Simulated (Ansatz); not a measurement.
Ansatz input

```yaml
crystal:
  lattice:
    - [2.4459552083, 0.0, 0.0]
    - [0.0, 2.4459552083, 0.0]
    - [0.0, 0.0, 4.4132926502]
  atoms:
    - { symbol: Cr, position: [0.0, 0.0, 0.0], spin: 1.5 }
    - { symbol: Cr, position: [0.5, 0.5, 0.5], spin: -1.5 }
hamiltonian:
  xc: blyp
  pseudopotentials:
    kind: paw
    azcp:
      Cr: "pseudopotentials/Cr.paw.azcp"
basis:
  ecutwfc: 420
  fft_grid_basis: typed
kpoints:
  mp_grid: { grid: [15, 15, 8], shift: [0, 0, 0] }
magnetization:
  spin_polarized: true
scf:
  occupations: { method: fermi_dirac, width: 0.05 }
  lower_state_search: "off"
output:
  stress: true
  write_density: true
  write_potential: true
  elf: true
  volumetric_format: npy
```

and its output:

```
Engine: ansatz 0.2.0, aarch64-unknown-linux-gnu
Pseudopotentials: kind: paw
Pseudopotential: Cr, paw, valence charge 14, recommended cutoff 420 eV (normal) 
Functional definition: BLYP
  parameter beta = 0.0042
  parameter a = 0.04918
  parameter b = 0.132
  parameter c = 0.2533
  parameter d = 0.349
  exchange = b88_x(beta = beta)
  correlation = lyp_c(a = a, b = b, c = c, d = d)
Crystal: 2 atoms, lattice volume = 26.403 Å³
Basis set: ecut = 420 eV, 511 PW (Γ), exchange–correlation on 36×36×60 points (8 copies of the dense FFT grid, shifted against one another)
Bands: 20, of which v1, the nominal top of the filled ones, is band 14 counted from 1 (13 counted from 0)
Symmetry: 16 space group operations
Space group: P4/mmm (ITA 123), of the structure as read, at distance tolerance 3.0e-5 Å
Magnetic group: BNS 123.350 (UNI 1010), of the structure as read, at distance tolerance 3.0e-5 Å
k-points: 180 of 1800
Non-local potential: Cr, projectors of the file, l = 0: 3, l = 1: 2, l = 2: 3, l = 3: 1
PAW form: soft (Blöchl's): semilocal exchange-correlation on the pseudo side does not see the compensation charge
PAW frozen core: Cr, regenerated for the run's functional, and the local potential with it (the file was generated under x = pbe(κ = 0.804, μ = 0.2195149727645171), c = pbe(β = 0.06672455060314922))
PAW one-centre angular grid: Cr, 590 points (default); XC on 64 Gauss nodes
Initial density: superposition of atomic densities (chi_scale 0.1, normalization cell)
Starting moments: Σ|m| = 3 μB on 2 of 2 sites
Starting magnetic order: antiferromagnet; a translation exchanges its spin sublattices: spin-degenerate at every k-point
Initial wavefunctions: pseudopotential atomic-orbital guess
Functional: x = b88, c = lyp
SCF iter   1: F=—  HF=-6770.833073 eV  |F-HF|=—  |Δ(HF+E_count)|=         —  Δρ=1.36e-1 (↑1.36e-1 ↓1.36e-1)  dr2=9.93e0  dr2_m=1.79e0  M=0.000 μB ∫|m|=1.291 μB  β_m=0.30  ethr=3.10e-3  ⟨swp⟩=3.4  Hψ=12659  notcnv=0
SCF iter   2: F=—  HF=-6768.980570 eV  |F-HF|=—  |Δ(HF+E_count)|=    1.85e0  Δρ=7.85e-2 (↑7.85e-2 ↓7.85e-2)  dr2=2.56e0  dr2_m=8.36e-1  M=0.000 μB ∫|m|=1.292 μB  β_m=0.30  ethr=3.10e-3  ⟨swp⟩=2.0  Hψ=8152  notcnv=0  defer=26
...
WARN: the starting moments were not kept: the SCF closed with an absolute magnetisation of 1.9e-6 μB, where they sum to 3 μB in size (2 sites). That is at most 0.1 of that sum. Measured as dr2_m measures the in/out step, that magnetisation stands 1.7e-12 eV from none, at or under the dr2_threshold of 1.0e-7 eV: it is no larger than a step whose dr2_m would equal this threshold. The system may hold no moment; this SCF shows only that its start led to no more than that. To try another start: raise the starting moments (crystal.atoms[].spin, magnetization.per_species, magnetization.initial_magnetization, or on a non-collinear deck that types none of these the spinor_matrix: blocks that start its atoms; where the total moment is fixed, keep their sum and leave initial_magnetization as it is; typed ones take the place of any that the run laid by itself, positive ones on a crystal's lanthanoids without a Hubbard term where scf.initial_density.shell_occupations: [] is typed) or, if the notice of its spin-set hold's release reads "site moments contracting" or "site moments show no strong build", lengthen the hold (scf.mixing.spin_hold: { on: { confirm: 4 } }; for m-r²SCAN on two components see the key's manual first). Each may lead to a state that holds a moment. A second SCF, from the converged charge density, with the starting moments and any scf.initial_density.shell_occupations laid on it anew, would have followed, and was not run: the deck does not ask for one (magnetization.retry_lost_moments is false, the default). To let it run, set magnetization.retry_lost_moments: true and run the deck again, where that key's refused combinations let it; where memory then withholds it, that run's warning says so.
SCF 1 converged in 20 iterations: F = -6768.595171 eV  dr2 = 1.51e-11
SCF converged after 20 iterations
Magnetization: 0.0000 μB (14.0000 up, 14.0000 down)
Absolute magnetization: 0.0000 μB (∫|ρ↑−ρ↓|, with the PAW one-centre terms)
Spin contamination: 0.0000 ħ² per cell (⟨S²⟩ above its minimum at these occupations)
Per-site moments (μB) at R_I (Å): [(-7.454799341499429e-7, 1.00895652342375), (7.454799341499429e-7, 1.00895652342375)]
Free energy (F): -6768.595171 eV
Harris-Foulkes:  -6768.595171 eV  (|F-HF|=1.18e-11)
Internal energy: -6768.574828 eV  (E = F + TS)
E sigma→0 (E₀):  -6768.585000 eV
Entropy (-TS):   -0.020343 eV (-10.171 meV/atom)
Fermi energy:    17.132867 eV
--- Per-component energies (eV) ---
  E_band       = -348.625335
  E_kinetic    = 683.022201
  E_local      = -2610.982954  (includes V_loc(G=0)·N_el)
  E_nonlocal   = 157.334586
  E_hartree    = 1124.236148
  E_xc         = -274.385506
  E_vxc        = -349.000527  (∫ρ·V_xc dr)
  E_paw        = -2407.937150  (= ΣΔE_a)
  E_vpaw       = -477.471933  (= ΣTr[D̂ρ^β])
  E_aug_tail   = 0.000733  (compensation charges beyond the density's cutoff)
  E_ewald      = -3439.892467
  E_core_change = 0.029581  (= ΣΔE_core)
  E_smearing   = -0.020343  (= −TS)
  E_closure    = -0.000000  (closes the sum)
  Σ components = -6768.595171   (vs F -6768.595171, Δ=0.00e0)
--- Stress (GPa, compression-positive) ---
      -15.436489       0.000000       0.000000
        0.000000     -15.436489       0.000000
        0.000000       0.000000     -12.814059
  P = ⅓ Tr σ = -14.5623 GPa (-145.623 kbar)
--- Band table (eV; the first three rows and the last of 360) ---
  k-point 0 ↑: bands = ["-54.5746", "-54.4978", "-26.1546", "-25.7259", "-25.6193", "-25.6193", "-25.5376", "-25.5376", "9.8763", "13.1870", "14.0330", "15.1225", "16.4622", "17.3116", "17.3116", "17.3590", "18.9574", "19.0881", "19.0881", "19.2632"]
  k-point 1 ↑: bands = ["-54.5717", "-54.5007", "-26.1387", "-25.7426", "-25.6162", "-25.6162", "-25.5407", "-25.5407", "10.0151", "13.1591", "14.0708", "15.0768", "16.3890", "16.9883", "17.3691", "17.3691", "18.9688", "19.0071", "19.0071", "19.2513"]
  k-point 2 ↑: bands = ["-54.5634", "-54.5091", "-26.0931", "-25.7900", "-25.6074", "-25.6074", "-25.5496", "-25.5496", "10.4198", "13.0018", "14.1798", "14.9487", "16.1926", "16.2716", "17.5363", "17.5363", "18.7842", "18.7842", "19.0014", "19.2176"]
  k-point 179 ↓: bands = ["-54.3453", "-54.3453", "-26.1588", "-26.1588", "-26.1570", "-26.1570", "-25.7897", "-25.7897", "13.8072", "13.8072", "15.6074", "15.6074", "15.6709", "15.6709", "17.7302", "17.7302", "19.9465", "19.9465", "25.6875", "25.6875"]
```
